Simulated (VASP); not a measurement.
# Cd (P6/mmm) in VASP: a series of runs

The runs below take Cd through single point, with LDA.

Program: VASP 6.6.1. These are calculated values, not measurements. Logs are shortened: lines on timing, memory, paths and dates and some standing lists are left out, and cuts for length are marked.

## 1. Starting point

The structure is hexagonal, space group P6/mmm (No. 191). Conventional cell: a = 4.926 Å, b = 4.926 Å, c = 2.931 Å, α = 90.00°, β = 90.00°, γ = 120.00°. Cd (site symmetry 6/mmm) is surrounded by 14 Cd at 2.93 to 3.20 Å. Cd (site symmetry -6m2) is surrounded by 11 Cd at 2.84 to 3.20 Å.

This isn't the form of Cd at room conditions, which is hcp.

## 2. Single point, LDA

File INCAR:

```
PREC = Accurate
ENCUT = 520
EDIFF = 1E-6
ISMEAR = -1
SIGMA = 0.1
LREAL = False
LASPH = True
NELM = 100
ALGO = Fast
ISIF = 2
LWAVE = False
LCHARG = True
LELF = True
LVHAR = True
NBANDS = 25
```

File KPOINTS:

```
Automatic mesh
0
Gamma
  10 10 14
```

File POSCAR:

```
Cd
1.0
    4.9258318957      0.0000000000      0.0000000000
   -2.4629159479      4.2658955565      0.0000000000
    0.0000000000      0.0000000000      2.9307664872
Cd
3
Direct
    0.0000000000      0.0000000000      0.0000000000
    0.3333333333      0.6666666667      0.5000000000
    0.6666666667      0.3333333333      0.5000000000
```

Potentials or basis: VASP PAW LDA potentials, release 64 (Cd).

Started as:

```sh
$ cat potpaw_LDA.64/Cd/POTCAR > POTCAR
$ mpirun -np 1 vasp_std > vasp.out
```

OUTCAR:

```text
PREC = Accurate
   ENCUT = 520
   EDIFF = 1E-6
   ISMEAR = -1
   LREAL = False
   LASPH = True
   NELM = 100
   ISIF = 2

 ion  position               nearest neighbor table
   1  0.000  0.000  0.000-   2 3.20   3 3.20   2 3.20   3 3.20   3 3.20   3 3.20   2 3.20   2 3.20
                             3 3.20   3 3.20   2 3.20   2 3.20
   2  0.333  0.667  0.500-   3 2.84   3 2.84   3 2.84   1 3.20   1 3.20   1 3.20   1 3.20   1 3.20
                             1 3.20
   3  0.667  0.333  0.500-   2 2.84   2 2.84   2 2.84   1 3.20   1 3.20   1 3.20   1 3.20   1 3.20
                             1 3.20

  LATTYP: Found a hexagonal cell.
 ALAT       =     4.9258318957
 C/A-ratio  =     0.5949789902

  Lattice vectors:

 A1 = (   4.9258318957,   0.0000000000,   0.0000000000)
 A2 = (  -2.4629159479,   4.2658955565,   0.0000000000)
 A3 = (   0.0000000000,   0.0000000000,   2.9307664872)

Analysis of symmetry for initial positions (statically):
=====================================================================
 Subroutine PRICEL returns:
 Original cell was already a primitive cell.

 Routine SETGRP: Setting up the symmetry group for a
 hexagonal supercell.

 Subroutine GETGRP returns: Found 24 space group operations
 (whereof 24 operations were pure point group operations)
 out of a pool of 24 trial point group operations.

The static configuration has the point symmetry D_6h.

Analysis of symmetry for dynamics (positions and initial velocities):
=====================================================================
 Subroutine PRICEL returns:
 Original cell was already a primitive cell.

 Routine SETGRP: Setting up the symmetry group for a
 hexagonal supercell.

 Subroutine GETGRP returns: Found 24 space group operations
 (whereof 24 operations were pure point group operations)
 out of a pool of 24 trial point group operations.

The dynamic configuration has the point symmetry D_6h.

 Subroutine INISYM returns: Found 24 space group operations
 (whereof 24 operations are pure point group operations),
 and found     1 'primitive' translations

----------------------------------------------------------------------------------------

                                     Primitive cell

  volume of cell :      61.5844

  direct lattice vectors                    reciprocal lattice vectors
     4.925831896  0.000000000  0.000000000     0.203011394  0.117208683  0.000000000
    -2.462915948  4.265895557  0.000000000     0.000000000  0.234417366  0.000000000
     0.000000000  0.000000000  2.930766487     0.000000000  0.000000000  0.341207668

  length of vectors
[... 86 lines left out ...]
   EDIFFG = 0.1E-04   stopping-criterion for IOM
   NSW    =      0    number of steps for IOM
   IBRION =     -1    ionic relax: 0-MD 1-quasi-New 2-CG
   NFREE  =      0    steps in history (QN), initial steepest desc. (CG)
   ISIF   =      2    stress and relaxation
   ISYM   =      2    0-nonsym 1-usesym 2-fastsym
   POTIM  = 0.5000    time-step for ionic-motion
   TEBEG  =    0.0;   TEEND  =   0.0 temperature during run
   PSTRESS=    0.0 pullay stress
   NELECT =      36.0000    total number of electrons
   NUPDOWN=      -1.0000    fix difference up-down
   EMIN   =  10.00;   EMAX   =-10.00  energy-range for DOS
   EFERMI =   0.00;   METHOD = LEGACY
   ISMEAR =    -1;   SIGMA  =   0.10  broadening in eV -4-tet -1-fermi 0-gaus
   EFERMI_NEDOS =   21; number of points for ismear=-14 and -15
   IALGO  =     68    algorithm
   IMIX   =      4    mixing-type and parameters
     AMIX     =   0.40;   BMIX     =  1.00
     AMIX_MAG =   1.60;   BMIX_MAG =  1.00
  volume/ion in A,a.u.               =      20.53       138.53
  Fermi-wavevector in a.u.,A,eV,Ry     =   1.368838  2.586728 25.493467  1.873717
  Thomas-Fermi vector in A             =   2.494766
   LORBIT       =      0    0 simple, 1 ext, 2 COOP (PROOUT), +10 PAW based schemes
   GGA     = CA    functional components
   LHFCALC =     F    Hartree Fock is set to
   AEXX    =    0.0000 exact exchange contribution
   IVDW    =     0    specifies the selected vdW correction
   LEPSILON=     F    determine dielectric tensor
   LRPA    =     F    only Hartree local field effects (RPA)
 non-spin polarized calculation
 RMM-DIIS sequential band-by-band and
  energy-cutoff  :      520.00
  volume of cell :       61.58
 maximum number of plane-waves:      1678
 NGX is ok and might be reduce to    40
   NGX = 19   NGY = 19   NGZ = 11

 number of electron      35.9999999 magnetization

 Free energy of the ion-electron system (eV)
  ---------------------------------------------------
  ext. energy  EPLUGINS =         0.00000000
  ---------------------------------------------------
  free energy    TOTEN  =        -4.29632790 eV

  energy without entropy =       -4.26056691  energy(sigma->0) =       -4.27844741

 E-fermi :   3.1607     XC(G=0): -11.6475

 val. band max:        3.1165658258   @ k =   0.2000   0.0000   0.3571
 cond. band min:       3.1744962657   @ k =   0.4000   0.0000   0.2857
 fundamental gap:      0.0579304399
 Fermi energy:         3.1607131547

 k-point     1 :       0.0000    0.0000    0.0000
  band No.  band energies     occupation
      1      -7.0487      2.00000
      2      -6.4366      2.00000
      3      -6.4112      2.00000
      4      -6.2134      2.00000
      5      -6.2053      2.00000
      6      -6.2053      2.00000
[... 661 lines left out ...]
     24      12.7853      0.00000
     25      12.9446      0.00000

 [... further k-points ...]

------------------------ aborting loop because EDIFF is reached ----------------------------------------

  FORCE on cell =-STRESS in cart. coord.  units (eV):
  Direction    XX          YY          ZZ          XY          YZ          ZX
  --------------------------------------------------------------------------------------
  -------------------------------------------------------------------------------------
  Total        0.1673746      0.1673746      0.3151560     -0.0000000     -0.0000000      0.0000000
  in kB        4.3544088      4.3544088      8.1990815     -0.0000000     -0.0000000      0.0000000
  external PRESSURE =       5.6359663 kB  Pullay stress =       0.0000000 kB

 VOLUME and BASIS-vectors are now :
 -----------------------------------------------------------------------------
  energy-cutoff  :      520.00
  volume of cell :       61.58
      direct lattice vectors                 reciprocal lattice vectors
     4.925831896  0.000000000  0.000000000     0.203011394  0.117208683  0.000000000
    -2.462915948  4.265895557  0.000000000     0.000000000  0.234417366  0.000000000
     0.000000000  0.000000000  2.930766487     0.000000000  0.000000000  0.341207668

 POSITION                                       TOTAL-FORCE (eV/Angst)
 -----------------------------------------------------------------------------------
      0.00000      0.00000      0.00000        -0.000000      0.000000      0.000000
     -0.00000      2.84393      1.46538         0.000000      0.000000      0.000000
      2.46292      1.42197      1.46538        -0.000000      0.000000     -0.000000
 -----------------------------------------------------------------------------------
    total drift:                                0.000000     -0.000000      0.000000

  FREE ENERGIE OF THE ION-ELECTRON SYSTEM (eV)
  ---------------------------------------------------
  free  energy   TOTEN  =        -4.2963279046 eV

  energy  without entropy=       -4.2605669066  energy(sigma->0) =       -4.27844741
```

OSZICAR:

```text
N       E                     dE             d eps       ncg     rms          rms(c)
DAV:   1     0.295783987642E+03    0.29578E+03   -0.19558E+04  5648   0.147E+03
DAV:   2     0.288473716897E+01   -0.29290E+03   -0.28146E+03  5662   0.395E+02
DAV:   3    -0.451358079804E+01   -0.73983E+01   -0.73761E+01  6550   0.737E+01
DAV:   4    -0.452980280150E+01   -0.16222E-01   -0.16217E-01  6225   0.318E+00
DAV:   5    -0.452984769488E+01   -0.44893E-04   -0.44893E-04  6776   0.159E-01    0.666E+00
RMM:   6    -0.432335663068E+01    0.20649E+00   -0.47787E-01  5662   0.579E+00    0.512E+00
RMM:   7    -0.429962111213E+01    0.23736E-01   -0.48267E-02  5834   0.122E+00    0.224E+00
RMM:   8    -0.429629070258E+01    0.33304E-02   -0.67791E-03  6035   0.104E+00    0.107E-01
RMM:   9    -0.429632408069E+01   -0.33378E-04   -0.40368E-04  6160   0.163E-01    0.381E-02
RMM:  10    -0.429632894043E+01   -0.48597E-05   -0.10449E-04  6060   0.120E-01    0.225E-02
RMM:  11    -0.429632789121E+01    0.10492E-05   -0.11267E-05  6184   0.296E-02    0.595E-03
RMM:  12    -0.429632790455E+01   -0.13340E-07   -0.50182E-07  3704   0.756E-03
   1 F= -.42963279E+01 E0= -.42784474E+01  d E =-.357610E-01
```

Run time: 83 s. Hardware: 1 thread of AMD EPYC 9R45 (Zen 5), shared host; peak memory 0.22 GiB.

What came out:

- Free energy: -4.2963 eV
- Pressure: 0.6 GPa
- Band gap on the k mesh: none (metal or under the smearing width)

Stress tensor (GPa, compression positive):
```
0.44 0.00 0.00
0.00 0.44 0.00
0.00 0.00 0.82
```

## 3. Single point, LDA

This run uses another cell than the first one, of 19.71 Å³/atom, 0.960 times its volume.

File INCAR:

```
SYSTEM = Cd
PREC     = Accurate       ! precision mode
ENCUT    = 520            ! plane-wave cutoff, eV
EDIFF    = 1E-7           ! SCF threshold, eV
ISMEAR   = -1             ! smearing method
SIGMA    = 0.1            ! smearing width, eV
LREAL    = .False.        ! projectors in reciprocal space
LASPH    = .True.         ! aspherical terms in the spheres
NELM     = 60             ! most SCF steps
ALGO     = Fast           ! electronic algorithm
ISIF     = 2              ! what is computed and relaxed
LWAVE    = .False.        ! write WAVECAR
LCHARG   = .False.        ! write CHGCAR
GGA      = CA             ! functional
NBANDS   = 25             ! bands
```

File KPOINTS:

```
regular mesh
0
Gamma
  8 8 12
  0 0 0
```

File POSCAR:

```
Cd
1.0
    4.8592584389      0.0000000000      0.0000000000
   -2.4296292195      4.2082412517      0.0000000000
    0.0000000000      0.0000000000      2.8911566791
Cd
3
Direct
    0.0000000000      0.0000000000      0.0000000000
    0.3333333333      0.6666666667      0.5000000000
    0.6666666667      0.3333333333      0.5000000000
```

Potentials or basis: VASP PAW LDA potentials, release 64 (Cd).

Started as:

```sh
$ cat potpaw_LDA.64/Cd/POTCAR > POTCAR
$ mpirun -np 1 vasp_std > vasp.out
```

OUTCAR:

```text
SYSTEM = Cd
   PREC = Accurate
   ENCUT = 520
   EDIFF = 1E-7
   ISMEAR = -1
   LREAL = .False.
   LASPH = .True.
   NELM = 60
   ISIF = 2
   GGA = CA

 ion  position               nearest neighbor table
   1  0.000  0.000  0.000-   2 3.16   3 3.16   2 3.16   3 3.16   3 3.16   3 3.16   2 3.16   2 3.16
                             3 3.16   3 3.16   2 3.16   2 3.16
   2  0.333  0.667  0.500-   3 2.81   3 2.81   3 2.81   1 3.16   1 3.16   1 3.16   1 3.16   1 3.16
                             1 3.16
   3  0.667  0.333  0.500-   2 2.81   2 2.81   2 2.81   1 3.16   1 3.16   1 3.16   1 3.16   1 3.16
                             1 3.16

  LATTYP: Found a hexagonal cell.
[... 871 lines left out ...]
  --------------------------------------------------------------------------------------
  -------------------------------------------------------------------------------------
  Total        1.4250341      1.4250341      1.1774403     -0.0000000     -0.0000000      0.0000000
  in kB       38.6183375     38.6183375     31.9085624     -0.0000000     -0.0000000      0.0000000
  external PRESSURE =      36.3817458 kB  Pullay stress =       0.0000000 kB

 VOLUME and BASIS-vectors are now :
 -----------------------------------------------------------------------------
  energy-cutoff  :      520.00
  volume of cell :       59.12
      direct lattice vectors                 reciprocal lattice vectors
     4.859258439  0.000000000  0.000000000     0.205792718  0.118814481  0.000000000
    -2.429629220  4.208241252  0.000000000     0.000000000  0.237628962  0.000000000
     0.000000000  0.000000000  2.891156679     0.000000000  0.000000000  0.345882327

 POSITION                                       TOTAL-FORCE (eV/Angst)
 -----------------------------------------------------------------------------------
      0.00000      0.00000      0.00000         0.000000     -0.000000      0.000000
     -0.00000      2.80549      1.44558        -0.000000     -0.000000     -0.000000
      2.42963      1.40275      1.44558         0.000000      0.000000      0.000000
 -----------------------------------------------------------------------------------
    total drift:                                0.000000      0.000000     -0.000000

  FREE ENERGIE OF THE ION-ELECTRON SYSTEM (eV)
  ---------------------------------------------------
  free  energy   TOTEN  =        -4.2744513534 eV

  energy  without entropy=       -4.2434080096  energy(sigma->0) =       -4.25892968
```

Run time: 46 s. Hardware: 1 thread of AMD EPYC 9R45 (Zen 5), shared host; peak memory 0.17 GiB.

Results:

```
Free energy            : -4.2745 eV
Pressure               : 3.6 GPa
Band gap on the k mesh : none (metal or under the smearing width)
```

Stress tensor (GPa, compression positive):
```
3.86 0.00 0.00
0.00 3.86 0.00
0.00 0.00 3.19
```

## 4. Single point, LDA

This run uses another cell than the first one, of 22.17 Å³/atom, 1.080 times its volume.

File INCAR:

```
PREC = Accurate
ENCUT = 520
EDIFF = 1E-6
ISMEAR = -1
SIGMA = 0.1
LREAL = F
LASPH = T
NELM = 80
ALGO = Normal
ISIF = 2
LWAVE = F
LCHARG = F
NBANDS = 25
```

File KPOINTS:

```
regular mesh
0
Gamma
  8 8 12
```

File POSCAR:

```
Cd
1.0
    5.0538324354      0.0000000000      0.0000000000
   -2.5269162177      4.3767472755      0.0000000000
    0.0000000000      0.0000000000      3.0069241190
Cd
3
Direct
    0.0000000000      0.0000000000      0.0000000000
    0.3333333333      0.6666666667      0.5000000000
    0.6666666667      0.3333333333      0.5000000000
```

Potentials or basis: VASP PAW LDA potentials, release 64 (Cd).

Started as:

```sh
$ cat potpaw_LDA.64/Cd/POTCAR > POTCAR
$ mpirun -np 1 vasp_std > vasp.out
```

OUTCAR:

```text
PREC = Accurate
   ENCUT = 520
   EDIFF = 1E-6
   ISMEAR = -1
   LREAL = F
   LASPH = T
   NELM = 80
   ISIF = 2

 ion  position               nearest neighbor table
   1  0.000  0.000  0.000-   2 3.28   3 3.28   2 3.28   3 3.28   2 3.28   2 3.28   3 3.28   3 3.28
                             3 3.28   3 3.28   2 3.28   2 3.28
   2  0.333  0.667  0.500-   3 2.92   3 2.92   3 2.92   1 3.28   1 3.28   1 3.28   1 3.28   1 3.28
                             1 3.28
   3  0.667  0.333  0.500-   2 2.92   2 2.92   2 2.92   1 3.28   1 3.28   1 3.28   1 3.28   1 3.28
                             1 3.28

  LATTYP: Found a hexagonal cell.
 ALAT       =     5.0538324354
 C/A-ratio  =     0.5949789902

  Lattice vectors:

 A1 = (   5.0538324354,   0.0000000000,   0.0000000000)
 A2 = (  -2.5269162177,   4.3767472755,   0.0000000000)
 A3 = (   0.0000000000,   0.0000000000,   3.0069241190)

Analysis of symmetry for initial positions (statically):
=====================================================================
 Subroutine PRICEL returns:
 Original cell was already a primitive cell.

 Routine SETGRP: Setting up the symmetry group for a
 hexagonal supercell.

[... 168 lines left out ...]

 E-fermi :   2.5388     XC(G=0): -11.2362

 val. band max:        2.5224805376   @ k =   0.1250   0.0000   0.1667
 cond. band min:       2.5878368128   @ k =   0.3750   0.1250   0.4167
 fundamental gap:      0.0653562752
 Fermi energy:         2.5387875573

 k-point     1 :       0.0000    0.0000    0.0000
  band No.  band energies     occupation
      1      -7.2776      2.00000
      2      -6.7564      2.00000
      3      -6.7365      2.00000
      4      -6.5594      2.00000
      5      -6.5594      2.00000
      6      -6.3904      2.00000
[... 661 lines left out ...]
     24      11.3161      0.00000
     25      12.0086      0.00000

 [... further k-points ...]

------------------------ aborting loop because EDIFF is reached ----------------------------------------

  FORCE on cell =-STRESS in cart. coord.  units (eV):
  Direction    XX          YY          ZZ          XY          YZ          ZX
  --------------------------------------------------------------------------------------
  -------------------------------------------------------------------------------------
  Total       -1.3579573     -1.3579573     -1.6048482      0.0000000      0.0000000      0.0000000
  in kB      -32.7116100    -32.7116100    -38.6589236      0.0000000      0.0000000      0.0000000
  external PRESSURE =     -34.6940478 kB  Pullay stress =       0.0000000 kB

 VOLUME and BASIS-vectors are now :
 -----------------------------------------------------------------------------
  energy-cutoff  :      520.00
  volume of cell :       66.51
      direct lattice vectors                 reciprocal lattice vectors
     5.053832435  0.000000000  0.000000000     0.197869639  0.114240089  0.000000000
    -2.526916218  4.376747275  0.000000000     0.000000000  0.228480179  0.000000000
     0.000000000  0.000000000  3.006924119     0.000000000  0.000000000  0.332565758

 POSITION                                       TOTAL-FORCE (eV/Angst)
 -----------------------------------------------------------------------------------
      0.00000      0.00000      0.00000         0.000000      0.000000      0.000000
     -0.00000      2.91783      1.50346        -0.000000      0.000000     -0.000000
      2.52692      1.45892      1.50346         0.000000      0.000000      0.000000
 -----------------------------------------------------------------------------------
    total drift:                                0.000000     -0.000000      0.000000

  FREE ENERGIE OF THE ION-ELECTRON SYSTEM (eV)
  ---------------------------------------------------
  free  energy   TOTEN  =        -4.2559537566 eV

  energy  without entropy=       -4.2214903676  energy(sigma->0) =       -4.23872206
```

stdout:

```text
POSCAR found type information on POSCAR Cd
 POSCAR found :  1 types and       3 ions
 scaLAPACK will be used
 LDA part: xc-table for (Slater(with rela. corr.)+CA(PZ))
 , standard interpolation
 POSCAR, INCAR and KPOINTS ok, starting setup
 FFT: planning ... GRIDC
 FFT: planning ... GRID_SOFT
 FFT: planning ... GRID
 WAVECAR not read
 entering main loop
```

Run time: 48 s. Hardware: 1 thread of AMD EPYC 9R45 (Zen 5), shared host; peak memory 0.18 GiB.

Results:

| Quantity | Value |
| --- | --- |
| Free energy | -4.2560 eV |
| Pressure | -3.5 GPa |
| Band gap on the k mesh | none (metal or under the smearing width) |

Stress tensor (GPa, compression positive):
```
-3.27  0.00  0.00
 0.00 -3.27  0.00
 0.00  0.00 -3.87
```

## 5. Summary

| cell | k mesh | gap on the mesh (eV) | pressure (GPa) |
| --- | --- | --- | --- |
| P6/mmm, 20.53 Å³/atom | 10 × 10 × 14 | none | 0.6 |
| P6/mmm, 19.71 Å³/atom | 8 × 8 × 12 | none | 3.6 |
| P6/mmm, 22.17 Å³/atom | 8 × 8 × 12 | none | -3.5 |

Alike in all rows: task single point; level LDA; potentials or basis VASP PAW LDA potentials, release 64 (Cd); no spin polarisation; cutoff (eV) 520; smearing fermi-dirac 0.1 eV.

Every run on the cell as given and a fine mesh finds a metal.

Absolute energies hang on the potentials; compare differences alone.
